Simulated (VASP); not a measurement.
# TiC (Fm-3m) in VASP: further runs

One crystal, TiC, is run at these levels: PBEsol, PBE; tasks: relaxation of cell and atoms.

All numbers are computed with VASP 6.6.1; they aren't measurements. Logs are shortened: lines on timing, memory, paths and dates and some standing lists are left out, and cuts for length are marked.

## (1) The crystal as given

Symmetry: Fm-3m, No. 225, cubic system. The conventional cell has a = 4.319 Å, b = 4.319 Å, c = 4.319 Å, α = 90.00°, β = 90.00°, γ = 90.00°. Around Ti (site symmetry m-3m) lie 6 C at 2.16 Å. Around C (site symmetry m-3m) lie 6 Ti at 2.16 Å.

## (2) Relaxation of cell and atoms, PBEsol

File INCAR:

```
ALGO = Normal
EDIFF = 1E-6
EDIFFG = -0.01
ENCUT = 600
GGA = PS
IBRION = 2
ISIF = 3
ISMEAR = 1
LASPH = True
LCHARG = False
LREAL = False
LWAVE = False
NELM = 80
NSW = 90
PREC = Accurate
SIGMA = 0.1
```

File KPOINTS:

```
k-points
0
Gamma
  14 14 14
```

File POSCAR:

```
TiC
1.0
    0.0000000000      2.1593000000      2.1593000000
    2.1593000000      0.0000000000      2.1593000000
    2.1593000000      2.1593000000      0.0000000000
Ti C
1 1
Direct
    0.0000000000      0.0000000000      0.0000000000
    0.5000000000      0.5000000000      0.5000000000
```

Potentials or basis: VASP PAW PBE potentials, release 64 (Ti_sv, C).

Command:

```bash
> cat potpaw_PBE.64/Ti_sv/POTCAR potpaw_PBE.64/C/POTCAR > POTCAR
> mpirun -np 1 vasp_std > vasp.out
```

OUTCAR:

```text
EDIFF = 1E-6
   EDIFFG = -0.01
   ENCUT = 600
   GGA = PS
   IBRION = 2
   ISIF = 3
   ISMEAR = 1
   LASPH = True
   LREAL = False
   NELM = 80
   NSW = 90
   PREC = Accurate

 ion  position               nearest neighbor table
   1  0.000  0.000  0.000-   2 2.16   2 2.16   2 2.16   2 2.16   2 2.16   2 2.16
   2  0.500  0.500  0.500-   1 2.16   1 2.16   1 2.16   1 2.16   1 2.16   1 2.16

  LATTYP: Found a face centered cubic cell.
 ALAT       =     4.3186000000

  Lattice vectors:

 A1 = (   0.0000000000,   2.1593000000,   2.1593000000)
 A2 = (   2.1593000000,   0.0000000000,   2.1593000000)
 A3 = (   2.1593000000,   2.1593000000,   0.0000000000)

Analysis of symmetry for initial positions (statically):
=====================================================================
 Subroutine PRICEL returns:
 Original cell was already a primitive cell.

 Routine SETGRP: Setting up the symmetry group for a
 face centered cubic supercell.

 Subroutine GETGRP returns: Found 48 space group operations
 (whereof 48 operations were pure point group operations)
 out of a pool of 48 trial point group operations.

The static configuration has the point symmetry O_h .

Analysis of symmetry for dynamics (positions and initial velocities):
=====================================================================
 Subroutine PRICEL returns:
 Original cell was already a primitive cell.

 Routine SETGRP: Setting up the symmetry group for a
 face centered cubic supercell.

 Subroutine GETGRP returns: Found 48 space group operations
 (whereof 48 operations were pure point group operations)
 out of a pool of 48 trial point group operations.

The dynamic configuration has the point symmetry O_h .

 Subroutine INISYM returns: Found 48 space group operations
 (whereof 48 operations are pure point group operations),
 and found     1 'primitive' translations

----------------------------------------------------------------------------------------

                                     Primitive cell

  volume of cell :      20.1358

  direct lattice vectors                    reciprocal lattice vectors
     0.000000000  2.159300000  2.159300000    -0.231556523  0.231556523  0.231556523
     2.159300000  0.000000000  2.159300000     0.231556523 -0.231556523  0.231556523
     2.159300000  2.159300000  0.000000000     0.231556523  0.231556523 -0.231556523

  length of vectors
     3.053711345  3.053711345  3.053711345     0.401067663  0.401067663  0.401067663

  position of ions in fractional coordinates (direct lattice)
     0.000000000  0.000000000  0.000000000
[... 102 lines left out ...]
   LORBIT       =      0    0 simple, 1 ext, 2 COOP (PROOUT), +10 PAW based schemes
   GGA     = PS    functional components
   LHFCALC =     F    Hartree Fock is set to
   AEXX    =    0.0000 exact exchange contribution
   IVDW    =     0    specifies the selected vdW correction
   LEPSILON=     F    determine dielectric tensor
   LRPA    =     F    only Hartree local field effects (RPA)
 conjugate gradient relaxation of ions
 non-spin polarized calculation
 Methfessel and Paxton  Order N= 1 SIGMA  =   0.10
  energy-cutoff  :      600.00
  volume of cell :       20.14
 maximum number of plane-waves:       692
   NGX = 13   NGY = 13   NGZ = 13

--------------------------------------- Ionic step        1  -------------------------------------------

 number of electron      16.0000002 magnetization

 Free energy of the ion-electron system (eV)
  ---------------------------------------------------
  ext. energy  EPLUGINS =         0.00000000
  ---------------------------------------------------
  free energy    TOTEN  =       -19.79791421 eV

  energy without entropy =      -19.79798577  energy(sigma->0) =      -19.79793806

------------------------ aborting loop because EDIFF is reached ----------------------------------------

  FORCE on cell =-STRESS in cart. coord.  units (eV):
  Direction    XX          YY          ZZ          XY          YZ          ZX
  --------------------------------------------------------------------------------------
  -------------------------------------------------------------------------------------
  Total       -0.5538810     -0.5538810     -0.5538810      0.0000000      0.0000000      0.0000000
  in kB      -44.0715236    -44.0715236    -44.0715236      0.0000000      0.0000000      0.0000000
  external PRESSURE =     -44.0715236 kB  Pullay stress =       0.0000000 kB
[... 59 lines left out ...]
--------------------------------------- Ionic step        3  -------------------------------------------

 number of electron      16.0000003 magnetization

 Free energy of the ion-electron system (eV)
  ---------------------------------------------------
  ext. energy  EPLUGINS =         0.00000000
  ---------------------------------------------------
  free energy    TOTEN  =       -19.80267451 eV

  energy without entropy =      -19.80272192  energy(sigma->0) =      -19.80269031

 E-fermi :   9.6081     XC(G=0): -12.9945

 val. band max:        9.6079421888   @ k =   0.5000   0.5000   0.0000
 cond. band min:       9.6642925157   @ k =   0.4286   0.3571   0.0000
 fundamental gap:      0.0563503269
 Fermi energy:         9.6080704509

 k-point     1 :       0.0000    0.0000    0.0000
  band No.  band energies     occupation
      1     -46.6470      2.00000
      2     -22.7597      2.00000
      3     -22.7597      2.00000
      4     -22.7597      2.00000
      5      -2.8789      2.00000
      6      10.2801     -0.00000
      7      10.2801     -0.00000
      8      10.2801     -0.00000
      9      11.3467     -0.00000
     10      11.3467     -0.00000
     11      11.3467     -0.00000
     12      11.3892     -0.00000
[... 331 lines left out ...]
 k-point    24 :       0.2857    0.1429    0.0000
  band No.  band energies     occupation
      1     -46.5970      2.00000
      2     -23.0349      2.00000
      3     -22.8273      2.00000
      4     -22.8179      2.00000
      5      -1.3737      2.00000
      6       6.3722      2.00000
      7       7.9037      2.00000
      8       8.4700      2.00000
      9      10.4239     -0.00000
     10      11.9807      0.00000
     11      13.1330      0.00000
     12      14.2910      0.00000

 [... further k-points ...]

------------------------ aborting loop because EDIFF is reached ----------------------------------------

  FORCE on cell =-STRESS in cart. coord.  units (eV):
  Direction    XX          YY          ZZ          XY          YZ          ZX
  --------------------------------------------------------------------------------------
  -------------------------------------------------------------------------------------
  Total       -0.0024072     -0.0024072     -0.0024072      0.0000000      0.0000000      0.0000000
  in kB       -0.1948195     -0.1948195     -0.1948195      0.0000000      0.0000000      0.0000000
  external PRESSURE =      -0.1948195 kB  Pullay stress =       0.0000000 kB
[... 17 lines left out ...]
  FREE ENERGIE OF THE ION-ELECTRON SYSTEM (eV)
  ---------------------------------------------------
  free  energy   TOTEN  =       -19.8026745090 eV

  energy  without entropy=      -19.8027219172  energy(sigma->0) =      -19.80269031

 reached required accuracy - stopping structural energy minimisation
```

OSZICAR:

```text
N       E                     dE             d eps       ncg     rms          rms(c)
DAV:   1     0.127134265798E+03    0.12713E+03   -0.92112E+03  2496   0.176E+03
DAV:   2    -0.143974840054E+02   -0.14153E+03   -0.13431E+03  2616   0.404E+02
DAV:   3    -0.247075549499E+02   -0.10310E+02   -0.98577E+01  3236   0.102E+02
[... 30 lines left out ...]
DAV:   5    -0.198022624358E+02   -0.20274E-02   -0.31208E-03  3228   0.491E-01    0.701E-02
DAV:   6    -0.198025922926E+02   -0.32986E-03   -0.96600E-04  3388   0.177E-01    0.539E-02
DAV:   7    -0.198026669123E+02   -0.74620E-04   -0.37234E-04  3028   0.199E-01    0.723E-02
DAV:   8    -0.198026721839E+02   -0.52716E-05   -0.12810E-04  2564   0.147E-01    0.634E-03
DAV:   9    -0.198026747604E+02   -0.25765E-05   -0.37650E-06  2972   0.187E-02    0.604E-03
DAV:  10    -0.198026745090E+02    0.25135E-06   -0.20817E-06  2152   0.101E-02
   3 F= -.19802675E+02 E0= -.19802690E+02  d E =-.476030E-02
```

CONTCAR:

```text
TiC
   1.00000000000000
     0.0000000000000000    2.1471057722951077    2.1471057722951077
     2.1471057722951077   -0.0000000000000000    2.1471057722951077
     2.1471057722951077    2.1471057722951077    0.0000000000000000
  Ti              C
     1     1
Direct
     0.0000000000000000    0.0000000000000000    0.0000000000000000
     0.5000000000000000    0.5000000000000000    0.5000000000000000

  0.00000000E+00  0.00000000E+00  0.00000000E+00
  0.00000000E+00  0.00000000E+00  0.00000000E+00
```

It took 22 s on 1 thread of Intel Xeon 6975P-C (Granite Rapids), shared host; peak memory 0.16 GiB.

What came out:

- Free energy: -19.8027 eV
- Relaxed volume: 9.90 Å³/atom
- Relaxed cell: a = 3.036 Å, b = 3.036 Å, c = 3.036 Å, α = 60.00°, β = 60.00°, γ = 60.00°
- Space group after relaxing (to 0.05 Å): Fm-3m (No. 225)
- Energy gained by relaxing: 2.4 meV/atom
- Ionic steps: 3
- Pressure after relaxing: 0.0 GPa
- Band gap on the k mesh: none (metal or under the smearing width)

The path:
```tsv
step	energy change (eV)	largest force (eV/Å)	pressure (GPa)	volume (Å³)
1	0.0000	0.0000	-4.41	20.14
2	0.0042	0.0000	6.42	19.34
3	-0.0048	0.0000	-0.02	19.80
```

Final structure:
```cif
data_structure
_symmetry_space_group_name_H-M 'P 1'
_symmetry_Int_Tables_number 1
_cell_length_a 3.0365
_cell_length_b 3.0365
_cell_length_c 3.0365
_cell_angle_alpha 60.000
_cell_angle_beta 60.000
_cell_angle_gamma 60.000
_cell_volume 19.80
loop_
_atom_site_label
_atom_site_type_symbol
_atom_site_fract_x
_atom_site_fract_y
_atom_site_fract_z
_atom_site_occupancy
Ti1 Ti 0.00000 0.00000 0.00000 1
C1 C 0.50000 0.50000 0.50000 1
```

Caveat: the PAW data sets were made with another functional, which shifts forces and pressure a little.

## (3) Relaxation of cell and atoms, PBEsol

This run uses another cell than the first one, of 9.90 Å³/atom, 0.983 times its volume.

INCAR, as its differences from that of step 2:

```diff
@@ -1,4 +1,4 @@
 ALGO = Normal
-EDIFF = 1E-6
-EDIFFG = -0.01
+EDIFF = 1E-7
+EDIFFG = -0.005
 ENCUT = 600
```

KPOINTS is that of step 2.

File POSCAR:

```
TiC                                     
1.0
    0.0000000000      2.1471057723      2.1471057723
    2.1471057723     -0.0000000000      2.1471057723
    2.1471057723      2.1471057723      0.0000000000
  Ti              C             
     1     1
Direct
     0.0000000000000000    0.0000000000000000    0.0000000000000000
     0.5000000000000000    0.5000000000000000    0.5000000000000000
```

Potentials or basis: VASP PAW PBE potentials, release 64 (Ti_sv, C).

Command:

```bash
> cat potpaw_PBE.64/Ti_sv/POTCAR potpaw_PBE.64/C/POTCAR > POTCAR
> mpirun -np 1 vasp_std > vasp.out
```

It took 9.5 s on 1 thread of Intel Xeon 6975P-C (Granite Rapids), shared host; peak memory 0.16 GiB.

It converged, with:

| Quantity | Value |
| --- | --- |
| Free energy | -19.8022 eV |
| Pressure after relaxing | 0.0 GPa |
| Band gap on the k mesh | none (metal or under the smearing width) |

Final structure:
```
CELL_PARAMETERS angstrom
0.00000 2.14711 2.14711
2.14711 0.00000 2.14711
2.14711 2.14711 0.00000
ATOMIC_POSITIONS crystal
Ti 0.00000 0.00000 0.00000
C 0.50000 0.50000 0.50000
```

Levels at points of the mesh, in eV from the Fermi level:
| k point | band 4 | band 5 | band 6 | band 7 | band 8 | band 9 | band 10 | band 11 | band 12 |
| --- | --- | --- | --- | --- | --- | --- | --- | --- | --- |
| (0.00, 0.00, 0.00) | -32.37 | -12.49 | 0.67 | 0.67 | 0.67 | 1.74 | 1.74 | 1.74 | 1.78 |
| (0.50, 0.00, 0.00) | -32.42 | -8.84 | -5.99 | -2.98 | -2.98 | 3.02 | 3.02 | 4.26 | 8.30 |
| (0.50, 0.50, 0.00) | -32.56 | -10.16 | -3.46 | -1.75 | 0.00 | 0.00 | 2.83 | 3.65 | 3.65 |

Caveat: the relaxation stopped at its first step, so nothing moved; the PAW data sets were made with another functional, which shifts forces and pressure a little.

## (4) Relaxation of cell and atoms, PBEsol

File INCAR:

```
PREC = Accurate
ENCUT = 600
EDIFF = 1E-6
ISMEAR = 1
SIGMA = 0.1
LREAL = False
LASPH = True
NELM = 80
ALGO = Normal
ISIF = 3
LWAVE = False
LCHARG = False
GGA = PS
IBRION = 2
NSW = 90
EDIFFG = -0.01
KPAR = 2
```

File KPOINTS:

```
regular mesh
0
Gamma
  14 14 14
```

File POSCAR:

```
TiC
1.0
    0.0000000000      2.1593000000      2.1593000000
    2.1593000000      0.0000000000      2.1593000000
    2.1593000000      2.1593000000      0.0000000000
Ti C
1 1
Direct
    0.0000000000      0.0000000000      0.0000000000
    0.5000000000      0.5000000000      0.5000000000
```

Command:

```bash
> cat potpaw_PBE.64/Ti_sv/POTCAR potpaw_PBE.64/C/POTCAR > POTCAR
> mpirun -np 2 vasp_std > vasp.out
```

Wall time 24 s (2 MPI ranks of Intel Xeon Platinum 8488C (Sapphire Rapids), shared host); peak memory 0.15 GiB.

Results (log left out):

| Quantity | Value |
| --- | --- |
| Free energy | -19.8027 eV |
| Relaxed volume | 9.90 Å³/atom |
| Relaxed cell | a = 3.036 Å, b = 3.036 Å, c = 3.036 Å, α = 60.00°, β = 60.00°, γ = 60.00° |
| Space group after relaxing (to 0.05 Å) | Fm-3m (No. 225) |
| Energy gained by relaxing | 2.4 meV/atom |
| Ionic steps | 3 |
| Pressure after relaxing | 0.0 GPa |
| Band gap on the k mesh | none (metal or under the smearing width) |

The path:
```tsv
step	energy change (eV)	largest force (eV/Å)	pressure (GPa)	volume (Å³)
1	0.0000	0.0000	-4.41	20.14
2	0.0042	0.0000	6.42	19.34
3	-0.0048	0.0000	-0.02	19.80
```

Final structure:
```
Ti C
1.0
     0.00000    2.14711    2.14711
     2.14711    0.00000    2.14711
     2.14711    2.14711    0.00000
Ti C
1 1
Direct
  0.00000 0.00000 0.00000
  0.50000 0.50000 0.50000
```

Levels at points of the mesh, in eV from the Fermi level:
| k point | band 6 | band 7 | band 8 | band 9 | band 10 | band 11 |
| --- | --- | --- | --- | --- | --- | --- |
| (0.00, 0.00, 0.00) | 0.67 | 0.67 | 0.67 | 1.74 | 1.74 | 1.74 |
| (0.50, 0.00, 0.00) | -5.99 | -2.98 | -2.98 | 3.02 | 3.02 | 4.26 |
| (0.50, 0.50, 0.00) | -3.46 | -1.75 | 0.00 | 0.00 | 2.83 | 3.65 |

Caveat: the PAW data sets were made with another functional, which shifts forces and pressure a little.

[end of part 1 of 2]
